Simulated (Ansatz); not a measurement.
**How settings move the G0W0 gap of NaF (rocksalt)**

NaF built on the rocksalt prototype, relaxed with r2SCAN; one-shot G0W0 in Ansatz without spin-orbit coupling. (Simulation; spin polarisation is off.)

```
CELL_PARAMETERS angstrom
0.00000 2.29717 2.29717
2.29717 0.00000 2.29717
2.29717 2.29717 0.00000
ATOMIC_POSITIONS crystal
Na 0.00000 0.00000 0.00000
F 0.50000 0.50000 0.50000
```

Gaps are read over the mesh points alone. G0W0 here is at a finite number of bands, screening cutoff and k mesh, not at the basis limit.

| start | potentials | frequency model | mesh | empty bands | screening cutoff (eV) | Kohn-Sham gap (eV) | G0W0 gap (eV) | rough cost |
| --- | --- | --- | --- | --- | --- | --- | --- | --- |
| PBE | PAW | contour deformation | 6×6×6 | 39 | 80 | 6.46 | 10.51 | 7 core-seconds |
| PBE | PAW | contour deformation | 6×6×6 | 91 | 140 | 6.46 | 10.59 | 18 core-seconds |
| PBE | PAW | contour deformation | 6×6×6 | 167 | 210 | 6.46 | 10.75 | 60 core-seconds |
| HSE06 | PAW | contour deformation | 6×6×6 | 91 | 140 | 8.64 | 11.62 | 40 core-seconds |
| LDA | PAW | contour deformation | 6×6×6 | 91 | 140 | 6.11 | 10.56 | 18 core-seconds |
| r2SCAN | PAW | contour deformation | 6×6×6 | 91 | 140 | 7.28 | 11.06 | 23 core-seconds |
| PBE | PAW | Godby-Needs pole | 6×6×6 | 91 | 140 | 6.46 | 10.64 | 22 core-seconds |
| PBE | PAW | contour deformation | 8×8×8 | 39 | 80 | 6.46 | 10.51 | 30 core-seconds |
| PBE | norm-conserving | contour deformation | 6×6×6 | 91 | 140 | 6.45 | 10.54 | 60 core-seconds |

G0W0 moves the gap on the mesh from 6.46 eV (PBE) to 10.75 eV (direct at Γ). Renormalisation factors Z lie between 0.80 and 0.90.

Raising bands and cutoff together moves the gap by +0.08 eV (80 to 140 eV), then +0.16 eV (140 to 210 eV); the last step is still large, so the basis limit isn't reached. Starting from HSE06 (8.64 eV against PBE's 6.46 eV) gives 11.62 eV, +1.03 eV from G0W0@PBE at the same screening cutoff. Starting from LDA (6.11 eV against PBE's 6.46 eV) gives 10.56 eV, -0.03 eV from G0W0@PBE at the same screening cutoff. Starting from r2SCAN (7.28 eV against PBE's 6.46 eV) gives 11.06 eV, +0.47 eV from G0W0@PBE at the same screening cutoff. The Godby-Needs plasmon pole differs from contour deformation by +0.05 eV. An 8×8×8 mesh in place of 6×6×6 changes the opening over PBE by 0.00 eV (the gap on the mesh by 0.00 eV). Norm-conserving potentials (wave cutoff 1320 eV against 420 eV) shift the quasiparticle gap by -0.05 eV and the PBE gap by -0.01 eV. r2SCAN runs take a wave cutoff of 500 eV.
